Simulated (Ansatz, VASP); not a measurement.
# Two plane-wave programs on ZnS

```
Zn S
1.0
     0.00000    2.70465    2.62351
     2.70465    0.00000    2.62351
     2.70465    2.70465    0.00000
Zn S
1 1
Direct
  0.00000 0.00000 0.00000
  0.75000 0.75000 0.75000
```

Change from the starting cell: strain +0.000 along x and y, -0.030 along z, atoms carried along.

Alike in both runs: task single point; functional PBE; k mesh 10 × 10 × 10; occupations gaussian, width 0.05 eV; no spin polarisation.

|  | VASP | Ansatz |
| --- | --- | --- |
| version | VASP 6.6.1 | Ansatz 0.2.0 |
| potentials or method | VASP PAW PBE potentials, release 64 (Zn, S) | scalar-relativistic, plane waves, PAW |
| plane-wave cutoff (eV) | 520 | 420 |
| valence electrons in the cell | 18 | 18 |

Ansatz gave:

```
gap on the k mesh at the Fermi level (eV)       : 2.16
least direct gap on the mesh (eV)               : 2.16
pressure (GPa)                                  : 3.8
largest component of the traceless stress (GPa) : 0.75
```

Task: Estimate VASP's values.

Result: gap on the k mesh at the Fermi level (eV): 2.17; least direct gap on the mesh (eV): 2.17; pressure (GPa): 4.0; largest component of the traceless stress (GPa): 0.74.
